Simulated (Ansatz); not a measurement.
**Response of Sr to small distortions**

```
CELL_PARAMETERS angstrom
0.00000 4.80912 4.80912
4.80912 0.00000 4.80912
4.80912 4.80912 0.00000
ATOMIC_POSITIONS crystal
Sr 0.00000 0.00000 0.00000
Sr 0.25000 0.25000 0.25000
```

Atoms are numbered in the order listed.

The structure comes from a relaxation in the same program, started in the diamond type, and has space group Fd-3m. Whether it is a known phase or the ground state wasn't checked.

These are results of Ansatz 0.2.0, DFT, PBE, all-electron LAPW, scalar-relativistic, not measurements.

Numerical set-up: a Γ-centred 11×11×11 k mesh, Fermi–Dirac smearing of 0.08 eV, basis error target 0.25 meV/atom, no spin polarisation.

The unchanged cell is at 0.01 GPa.

In a metal, stresses and small energies carry noise from the k mesh.

x, y and z are the Cartesian axes of the cell as listed; fractional coordinates follow a strain, and an engineering shear is twice the off-diagonal strain component.

Question: One change gave: energy change under 1 meV/atom; stress change (xx, yy, zz, yz, xz, xy) -0.03, -0.03, 0.05, 0.00, 0.00, 0.00 GPa, compression positive. Which change was it?
A. atom 2 (Sr) moved by (0.2000, 0.0000, 0.0000) Å
B. z strained by -1.5 % at fixed volume
C. z strained by +1.5 % at fixed volume

Answer: C. For z strained by -1.5 % at fixed volume: energy change under 1 meV/atom; stress change (xx, yy, zz, yz, xz, xy) 0.02, 0.02, -0.05, 0.00, 0.00, 0.00 GPa, compression positive. For atom 2 (Sr) moved by (0.2000, 0.0000, 0.0000) Å: energy change +8 meV/atom; stress change (xx, yy, zz, yz, xz, xy) -0.03, 0.04, 0.04, -0.40, 0.00, 0.00 GPa, compression positive; change of the force on Sr2 (-0.159, 0.000, 0.000) eV/Å.

Question: What force constant does this one finite step give for Sr2 along its displacement (all its periodic images move with it)?

Answer: k = −ΔF·u/|u|² = 0.79 eV/Å², so the force pulls the atom back.
